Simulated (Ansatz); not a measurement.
# InP3: the cost of one run

Program: Ansatz 0.2.0. Level of theory: DFT PBE, scalar-relativistic, plane waves, PAW. These are calculated values, not measurements.

### Step 1. The structure to begin with

Symmetry: P4/mmm, No. 123, tetragonal system. The conventional cell has a = 4.053 Å, b = 4.053 Å, c = 6.119 Å, α = 90.00°, β = 90.00°, γ = 90.00°. In (site symmetry 4/mmm) has 2 P at 3.06 Å as nearest neighbours. P (site symmetry mmm) is surrounded by 2 P at 2.03 Å. P (site symmetry 4/mmm) is surrounded by 4 P at 2.03 Å.

As a file:

```
CELL_PARAMETERS angstrom
4.05339 0.00000 0.00000
0.00000 4.05339 0.00000
0.00000 0.00000 6.11946
ATOMIC_POSITIONS crystal
In 0.00000 0.00000 0.50000
P 0.50000 0.00000 0.00000
P 0.00000 0.50000 0.00000
P 0.00000 0.00000 0.00000
```

Recipe of the guess: random cell by space group and Wyckoff sites (P4/mmm, No. 123). The dimensions are guesses.

### Step 2. A first look at the guess

Input file input.yaml:

```yaml
crystal:
  lattice:
    - [4.05339347, 0.0, 0.0]
    - [0.0, 4.05339347, 0.0]
    - [0.0, 0.0, 6.11945694]
  atoms:
    - { symbol: In, position: [0.0, 0.0, 0.5] }
    - { symbol: P, position: [0.5, 0.0, 0.0] }
    - { symbol: P, position: [0.0, 0.5, 0.0] }
    - { symbol: P, position: [0.0, 0.0, 0.0] }
basis:
  ecutwfc: 420
kpoints:
  mp_grid: { grid: [4, 4, 4] }
hamiltonian:
  xc: pbe
scf:
  occupations: { method: gaussian, width: 0.1 }
  lower_state_search: "off"
output:
  forces: true
  stress: true
  eigenvalues: true
```

Launch:

```sh
$ ansatz run input.yaml --threads 1 --pin off --max-ram 2560MiB --backend cpu --events-out ev --progress --plain --runs-dir out
```

Q: Estimate wall time and peak memory on 1 thread of Intel Xeon Platinum 8488C (Sapphire Rapids), shared host.

About 2.1 s, with a peak of 0.38 GiB.
